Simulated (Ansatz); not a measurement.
Runs of Ansatz 0.2.0 on TaN. Symmetry: Fm-3m, No. 225, cubic system. Conventional cell: a = 4.423 Å, b = 4.423 Å, c = 4.423 Å, α = 90.00°, β = 90.00°, γ = 90.00°. Ta (site symmetry m-3m) has 6 N at 2.21 Å as nearest neighbours. Around N (site symmetry m-3m) lie 6 Ta at 2.21 Å. The cell comes from a database or a generator and needn't be the stable form of this composition.

```tsv
task	level	potentials or basis	U	cell	cutoff (eV)	hubbard projectors	double counting	points for each segment of the path	gap on the mesh (eV)	pressure (GPa)	relaxed volume (Å³/atom)
relaxation of cell and atoms	r2SCAN+U	Ansatz PAW	Ta d U = 8 eV	relaxed	500	ortho-atomic (the default)	fll (the default)	-	-	0.0	10.90
relaxation of cell and atoms	r2SCAN+rVV10	Ansatz PAW	-	relaxed	500	-	-	-	-	0.0	10.55
band structure	PBEsol+U	Ansatz PAW	Ta d U = 8 eV	as given	420	ortho-atomic (the default)	fll (the default)	14	none	-2.6	-
band structure	LDA	JTH PAW LDA	-	as given	1350	-	-	14	none	-17.8	-
band structure	PBE	Ansatz PAW	-	as given	420	-	-	14	none	(b)	-
single point	PBE	Ansatz PAW	-	as given	600	-	-	-	none	(a)	-
```

Alike in all rows: no spin polarisation; k mesh 10 × 10 × 10; smearing fermi-dirac 0.05 eV.

Task: Estimate the missing entries.

Result: (a) -1.4; (b) -1.3.

Caveats: the PAW data sets come from PBE, with cores solved anew for the run's functional, which leaves a small shift of forces and pressure (some runs); spin-orbit coupling is left out, which moves the levels of the heavy elements (some runs); the plane-wave basis is chosen anew once the cell has moved, so the energies of steps on either side of that aren't comparable (some runs); U without spin polarisation on a metal has little footing (some runs); so large a pressure means that the cell lies far from this level's equilibrium, or that cutoff or potentials fall short (some runs).

A k mesh can miss the band edges, and the runs leave out spin-orbit coupling on Ta.

A gap of «none» marks a metal or a gap under the smearing width.
